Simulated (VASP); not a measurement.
**A VASP 6.6.1 single-point calculation on BaZrO$_{3}$**

INCAR

```
IBRION = -1
EDIFF = 1E-7
SIGMA = 0.02
ISIF = 2
PREC = Accurate
LASPH = .TRUE.
LREAL = .FALSE.
LCHARG = .FALSE.
ISMEAR = -1
NSW = 0
ENCUT = 800
GGA = PE
NELM = 120
LWAVE = .FALSE.
NBANDS = 28
```

KPOINTS

```
KPOINTS created by Atomic Simulation Environment
0
Monkhorst-Pack
6 6 6
0 0 0
```

POSCAR

```
Ba Zr O
 1.0000000000000000
     4.2053549142000000    0.0000000000000000    0.0000000000000000
     0.0000000000000000    4.2053549142000000    0.0000000000000000
     0.0000000000000000    0.0000000000000000    4.2474084633000002
 Ba  Zr  O
   1   1   3
Cartesian
  0.0000000000000000  0.0000000000000000  0.0000000000000000
  2.1026774571000004  2.1026774571000004  2.1237042316500006
  2.1026774571000004  2.1026774571000004  0.0000000000000000
  2.1026774571000004  0.0000000000000000  2.1237042316500006
  0.0000000000000000  2.1026774571000004  2.1237042316500006
```

The recommended PBE PAW datasets give the neutral cell 40 valence electrons.

Command

```
mpirun -np 1 vasp_std
```

OSZICAR

```
N       E                     dE             d eps       ncg     rms          rms(c)
DAV:   1     0.389881554836E+03    0.38988E+03   -0.27865E+04  1008   0.197E+03
DAV:   2    -0.220464634760E+02   -0.41193E+03   -0.39861E+03  1236   0.407E+02
DAV:   3    -0.483728578145E+02   -0.26326E+02   -0.26209E+02  1492   0.981E+01
DAV:   4    -0.493513177179E+02   -0.97846E+00   -0.97659E+00  1536   0.144E+01
DAV:   5    -0.493654245250E+02   -0.14107E-01   -0.14105E-01  1368   0.140E+00    0.278E+01
DAV:   6    -0.418460122627E+02    0.75194E+01   -0.39208E+01  1192   0.382E+01    0.122E+01
DAV:   7    -0.417544561630E+02    0.91556E-01   -0.28396E+00  1380   0.937E+00    0.743E+00
DAV:   8    -0.417385228157E+02    0.15933E-01   -0.35721E-01  1260   0.437E+00    0.690E-01
DAV:   9    -0.417357591980E+02    0.27636E-02   -0.56749E-02  1404   0.136E+00    0.528E-01
DAV:  10    -0.417376355776E+02   -0.18764E-02   -0.15185E-02  1360   0.103E+00    0.225E-01
DAV:  11    -0.417373340697E+02    0.30151E-03   -0.17668E-03  1244   0.339E-01    0.409E-02
DAV:  12    -0.417373933046E+02   -0.59235E-04   -0.16622E-04  1208   0.945E-02    0.243E-02
DAV:  13    -0.417374104605E+02   -0.17156E-04   -0.36130E-05  1296   0.403E-02    0.606E-03
DAV:  14    -0.417374115793E+02   -0.11188E-05   -0.91351E-06  1320   0.210E-02    0.557E-03
DAV:  15    -0.417374116928E+02   -0.11347E-06   -0.81019E-07  1224   0.639E-03    0.537E-04
DAV:  16    -0.417374118021E+02   -0.10926E-06   -0.55250E-08   672   0.172E-03    0.479E-04
DAV:  17    -0.417374118161E+02   -0.14017E-07   -0.12075E-08   644   0.858E-04
   1 F= -.41737412E+02 E0= -.41737412E+02  d E =-.103300E-11
```

Standard output (part)

```
POSCAR found type information on POSCAR BaZrO
 POSCAR found :  3 types and       5 ions
 LDA part: xc-table for (Slater+PW92), standard interpolation
 POSCAR, INCAR and KPOINTS ok, starting setup
 WAVECAR not read
 entering main loop
```

From OUTCAR

```
k-points           NKPTS =     18   k-points in BZ     NKDIM =     18   number of bands    NBANDS=     28

   NELECT =      40.0000    total number of electrons

   dimension x,y,z NGX =    40 NGY =   40 NGZ =   40
   dimension x,y,z NGXF=    80 NGYF=   80 NGZF=   80

  energy-cutoff  :      800.00
  volume of cell :       75.12
      direct lattice vectors                 reciprocal lattice vectors
     4.205354914  0.000000000  0.000000000     0.237792058  0.000000000  0.000000000
     0.000000000  4.205354914  0.000000000     0.000000000  0.237792058  0.000000000
     0.000000000  0.000000000  4.247408463     0.000000000  0.000000000  0.235437681

 k-points in reciprocal lattice and weights: KPOINTS created by Atomic Simulation Env
   0.08333333  0.08333333  0.08333333       0.037
   0.25000000  0.08333333  0.08333333       0.074
   0.41666667  0.08333333  0.08333333       0.074
   0.25000000  0.25000000  0.08333333       0.037
   0.41666667  0.25000000  0.08333333       0.074
   0.41666667  0.41666667  0.08333333       0.037
   0.08333333  0.08333333  0.25000000       0.037
   0.25000000  0.08333333  0.25000000       0.074
   ...

 E-fermi :   4.0656

 k-point     1 :       0.0833    0.0833    0.0833
  band No.  band energies     occupation
      1     -43.4973      2.00000
      2     -21.7816      2.00000
      3     -21.6523      2.00000
      4     -21.6435      2.00000
      5     -21.5847      2.00000
      6     -12.6540      2.00000
      7     -12.3694      2.00000
      8     -12.3195      2.00000
      9      -6.8762      2.00000
     10      -6.8646      2.00000
     11      -6.8010      2.00000
     12       1.8826      2.00000
     13       2.0664      2.00000
     14       2.0968      2.00000
     15       2.3928      2.00000
     16       2.4126      2.00000
     17       2.7471      2.00000
     18       3.0587      2.00000
     19       3.2114      2.00000
     20       3.2203      2.00000
     21       7.0891      0.00000
     22       7.1009      0.00000
     23       7.1418      0.00000
     24       8.5815      0.00000
     25       8.6586      0.00000
     26       9.8044      0.00000
     27      11.1593      0.00000
     28      11.2919      0.00000

 k-point     2 :       0.2500    0.0833    0.0833
  band No.  band energies     occupation
      1     -43.4960      2.00000
      2     -21.8749      2.00000
      3     -21.6620      2.00000
      4     -21.6408      2.00000
      5     -21.5587      2.00000
      6     -12.6591      2.00000
      7     -12.3197      2.00000
      8     -12.0302      2.00000
      9      -6.8641      2.00000
     10      -6.8527      2.00000
     11      -6.7289      2.00000
     12       1.1469      2.00000
     13       1.6778      2.00000
     14       1.9041      2.00000
     15       1.9619      2.00000
     16       2.0142      2.00000
     17       2.5652      2.00000
     18       2.6431      2.00000
     19       3.0501      2.00000
     20       3.0797      2.00000
     21       7.2602      0.00000
     22       7.9932      0.00000
     23       8.0609      0.00000
     24       9.3494      0.00000
     25       9.4259      0.00000
     26      10.6057      0.00000
     27      11.1891      0.00000
     28      11.5473      0.00000

 ...

  Total        1.1942672      1.1942672      0.1751306      0.0000000     -0.0000000      0.0000000
  in kB       25.4731548     25.4731548      3.7354538      0.0000000     -0.0000000      0.0000000
  external PRESSURE =      18.2272545 kB  Pullay stress =       0.0000000 kB

 POSITION                                       TOTAL-FORCE (eV/Angst)
 -----------------------------------------------------------------------------------
      0.00000      0.00000      0.00000         0.000000      0.000000      0.000000
      2.10268      2.10268      2.12370         0.000000      0.000000      0.000000
      2.10268      2.10268      0.00000         0.000000      0.000000      0.000000
      2.10268      0.00000      2.12370         0.000000      0.000000      0.000000
      0.00000      2.10268      2.12370         0.000000      0.000000      0.000000
 -----------------------------------------------------------------------------------
    total drift:                                0.000000     -0.000000     -0.000000

  FREE ENERGIE OF THE ION-ELECTRON SYSTEM (eV)
  ---------------------------------------------------
  free  energy   TOTEN  =       -41.7374118161 eV

  energy  without entropy=      -41.7374118161  energy(sigma->0) =      -41.73741182
```

It converged. Results: gap between bands v and c on the k mesh 3.52 eV; least direct gap on the k mesh 3.87 eV; pressure 1.8 GPa. Band v is the last that the valence electrons fill when counted band by band, and c is the next.

The shifted mesh misses Γ, so a band edge there is missed.

For comparison, a separate PBE run of the intended cell, on usual settings and not on those above, gives a gap of 3.12 eV on its mesh and a pressure of 1.8 GPa.

The run above took about 74 s on one core of a shared host (Intel Xeon Platinum 8488C) and held 0.28 GiB at most.
